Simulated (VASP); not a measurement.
**AlN (a cell with a defect): single point with LDA**

The system is AlN (a cell with a defect).

```
N Al
1.0
     6.22600    0.00000    0.00000
    -3.11300    5.39187    0.00000
     0.00000    0.00000    9.96200
N Al
16 16
Cartesian
  1.5565 0.8986 2.4905
  1.5565 0.8986 9.3643
  0.0000 3.5946 4.3833
  0.0000 3.5946 9.3643
  4.6695 0.8986 4.3833
  4.6695 0.8986 9.3643
  3.1130 3.5946 4.3833
  3.1130 3.5946 9.3643
  0.0000 1.7973 1.8928
  0.0000 1.7973 6.8738
  -1.5565 4.4932 1.8928
  -1.5565 4.4932 6.8738
  3.1130 1.7973 1.8928
  3.1130 1.7973 6.8738
  1.5565 4.4932 1.8928
  1.5565 4.4932 6.8738
  1.5565 0.8986 7.4715
  0.0000 3.5946 2.4905
  0.0000 3.5946 7.4715
  4.6695 0.8986 2.4905
  4.6695 0.8986 7.4715
  3.1130 3.5946 2.4905
  3.1130 3.5946 7.4715
  0.0000 1.7973 0.0000
  0.0000 1.7973 4.9810
  -1.5565 4.4932 0.0000
  -1.5565 4.4932 4.9810
  3.1130 1.7973 0.0000
  3.1130 1.7973 4.9810
  1.5565 4.4932 0.0000
  1.5565 4.4932 4.9810
  1.5565 0.8986 4.3833
```

The cell isn't the ideal one: grid = ENCUT=600 dk=0.35 cell=2x2x2 ISMEAR=0 SIGMA=0.05 LREAL=Auto EDIFF=1e-07.

```yaml
Program: VASP 6.6.1
Task: single point
Functional: LDA
Potentials_or_basis: VASP PAW LDA potentials, release 64 (N, Al)
Cutoff: 600 eV
k_mesh: 4 × 4 × 2
Occupations: gaussian, width 0.05 eV
Spin: no spin polarisation
Further_INCAR_settings: LREAL = Auto; ALGO = Fast; EDIFF = 1e-07; NBANDS = 74
```

```yaml
Pressure: 7.3 GPa
Largest_force: 11.300 eV/Å
Band_gap_on_the_k_mesh: none (metal or under the smearing width)
```

Forces in eV/Å, atoms in the order of the input:
```
N     0.000   0.000  -1.992
N     0.000   0.000  -0.031
N     0.109   0.063  -0.126
N     0.018   0.011   0.113
N     0.000  -0.126  -0.126
N     0.000  -0.021   0.113
N    -0.109   0.063  -0.126
N    -0.018   0.011   0.113
N    -0.128   0.074   0.204
N    -0.190   0.109   0.412
N     0.000  -0.148   0.204
N     0.000  -0.219   0.412
N     0.128   0.074   0.204
N     0.190   0.109   0.412
N     0.000   0.000   0.154
N     0.000   0.000   0.079
Al    0.000   0.000   0.108
Al    0.393   0.227   0.112
Al    0.039   0.022  -0.075
Al    0.000  -0.453   0.112
Al    0.000  -0.045  -0.075
Al   -0.393   0.227   0.112
Al   -0.039   0.022  -0.075
Al    0.329  -0.190  -0.204
Al   -9.192   5.307   3.877
Al    0.000   0.380  -0.204
Al    0.000 -10.614   3.877
Al   -0.329  -0.190  -0.204
Al    9.192   5.307   3.877
Al    0.000   0.000  -0.060
Al    0.000   0.000  -0.010
Al    0.000   0.000 -11.191
```

Stress tensor (GPa, compression positive):
```
9.38 0.00 0.00
0.00 9.38 0.00
0.00 0.00 3.23
```

Levels at points of the mesh, in eV from the Fermi level:
| k point | band 61 | band 62 | band 63 | band 64 | band 65 | band 66 | band 67 | band 68 |
| --- | --- | --- | --- | --- | --- | --- | --- | --- |
| (0.00, 0.00, 0.00) | -2.21 | -1.95 | -1.26 | 0.41 | 0.41 | 1.65 | 1.65 | 2.03 |
| (0.50, 0.00, 0.00) | -2.36 | -2.21 | -1.44 | -0.08 | 0.08 | 1.04 | 1.87 | 2.89 |
| (0.00, 0.00, 0.50) | -2.23 | -2.23 | -1.24 | 0.45 | 0.45 | 1.54 | 1.54 | 2.03 |
| (0.50, 0.00, 0.50) | -2.51 | -2.24 | -1.32 | -0.08 | 0.05 | 1.03 | 1.93 | 2.93 |

Wall time 3.2 min on 4 MPI ranks on Intel(R) Xeon(R) Platinum 8259CL CPU @ 2.50GHz (Skylake/Cascade Lake) (shared host), peak memory 0.32 GiB a rank.
